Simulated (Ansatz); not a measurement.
A 4-atom cell of CuI (P4/nmm) from a materials database, relaxed with r2SCAN+rVV10 in Ansatz. Space group P4/nmm (No. 129), tetragonal; conventional cell a = 4.055 Å, c = 6.346 Å, 26.09 Å³ an atom. Cu is surrounded by 4 I at 2.64 Å; I is surrounded by 4 Cu at 2.64 Å.

The axes x, y and z are those of this cell:
```
Cu I
1.0
     4.05511    0.00000    0.00000
     0.00000    4.05511    0.00000
     0.00000    0.00000    6.34568
Cu I
2 2
Direct
  0.50000 0.50000 0.00000
  0.00000 0.00000 0.00000
  0.50000 0.00000 0.26671
  0.00000 0.50000 0.73329
```

Unstrained: The PBE gap is direct at Γ: 1.583 eV. With r2SCAN the gap is 2.076 eV and direct, at Γ. The HSE06 gap is direct at Γ: 2.917 eV. Meshes: PBE 6×6×4, r2SCAN 6×6×4, HSE06 4×4×4. Strains are changes of length per length. After each strain the atoms were relaxed again with r2SCAN+rVV10 within the symmetry that the strain leaves, so tilts or polar shifts that break it weren't tested; points keep the names that they have in the unstrained zone. Spin-unpolarised throughout; all numbers are computed.

(1) Estimate what uniaxial +1.24 % along x, other directions held does to the gap.

(2) Apply epitaxial -3.68 % in the xy plane, free normal strain +4.23 %. How far does the gap move, against the unstrained cell?

(3) Estimate what isotropic -4.18 % on every length does to the gap.

(4) Estimate what uniaxial -2.83 % along y, other directions held does to the gap.

(5) Order the strained cells by their HSE06 gap, smallest first.
A. isotropic -4.18 % on every length
B. uniaxial -2.83 % along y, other directions held
C. uniaxial +1.24 % along x, other directions held
D. epitaxial -3.68 % in the xy plane

Answers

(1) PBE: the gap goes from 1.583 to 1.568 eV (-0.015 eV). r2SCAN: the gap goes from 2.076 to 2.057 eV (-0.019 eV). HSE06: the gap goes from 2.917 to 2.904 eV (-0.013 eV).

(2) PBE: the gap goes from 1.583 to 1.577 eV (-0.006 eV). r2SCAN: the gap goes from 2.076 to 2.077 eV (+0.001 eV). HSE06: the gap goes from 2.917 to 2.868 eV (-0.049 eV).

(3) PBE: the gap goes from 1.583 to 1.573 eV (-0.010 eV). r2SCAN: the gap goes from 2.076 to 2.104 eV (+0.028 eV). HSE06: the gap goes from 2.917 to 2.850 eV (-0.067 eV).

(4) PBE: the gap goes from 1.583 to 1.532 eV (-0.051 eV). r2SCAN: the gap goes from 2.076 to 2.033 eV (-0.043 eV). HSE06: the gap goes from 2.917 to 2.837 eV (-0.080 eV).

(5) B (2.84 eV), A (2.85 eV), D (2.87 eV), C (2.90 eV).

No spin-orbit coupling is included; it can move band edges with weight on the heavy atoms by tenths of an eV.

The meshes of the hybrids are coarse, so their gaps aren't converged to the digits shown.
